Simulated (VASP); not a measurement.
Write the native input for VASP 6.6.1 that does the following.

| Item | Value |
| --- | --- |
| Task | relaxation of cell and atoms |
| Functional | PBE |
| Potentials or basis | VASP PAW PBE potentials, release 64 (Hg, Te) |
| Cutoff | 580 eV |
| k mesh | 7 × 7 × 7 |
| Occupations | fermi-dirac, width 0.05 eV |
| Spin | no spin polarisation |
| Further INCAR settings | ALGO = Normal; EDIFF = 1e-06; IBRION = 2; EDIFFG = -0.02; NSW = 40; ISIF = 3 |

The structure of HgTe (Coloradoite) lies in POSCAR:

```
HgTe
1.0
    0.0000000000      3.2145000000      3.2145000000
    3.2145000000      0.0000000000      3.2145000000
    3.2145000000      3.2145000000      0.0000000000
Hg Te
1 1
Direct
    0.0000000000      0.0000000000      0.0000000000
    0.7500000000      0.7500000000      0.7500000000
```

One way to write it, as run:

INCAR

```
SYSTEM = HgTe
ALGO = Normal ; EDIFF = 1E-6
EDIFFG = -0.02 ; ENCUT = 580
GGA = PE ; IBRION = 2
ISIF = 3 ; ISMEAR = -1
LASPH = .TRUE. ; LCHARG = .FALSE.
LREAL = .FALSE. ; LWAVE = .FALSE.
NELM = 60 ; NSW = 40
PREC = Accurate ; SIGMA = 0.05
```

KPOINTS

```
k-points
0
G
  7 7 7
  0 0 0
```

Potentials or basis: VASP PAW PBE potentials, release 64 (Hg, Te).

Command:

```console
$ cat potpaw_PBE.64/Hg/POTCAR potpaw_PBE.64/Te/POTCAR > POTCAR
$ mpirun -np 1 vasp_std > vasp.out
```

It gave:

```yaml
Relaxed_volume: 36.83 Å³/atom
Relaxed_cell: a = 4.705 Å, b = 4.705 Å, c = 4.705 Å, α = 60.00°, β = 60.00°, γ = 60.00°
Space_group_after_relaxing_to_0.05_Å: F-43m (No. 216)
Energy_gained_by_relaxing: 47.4 meV/atom
Ionic_steps: 3
Pressure_after_relaxing: 0.0 GPa
Band_gap_on_the_k_mesh: none (metal or under the smearing width)
```

Caveat: the volume moved by +11 % from the deposited cell, more than functionals usually miss.

It took 50 s on 1 thread of AMD EPYC 7R43 64-Core Processor (Zen 3), on a shared host, peak memory 0.19 GiB.
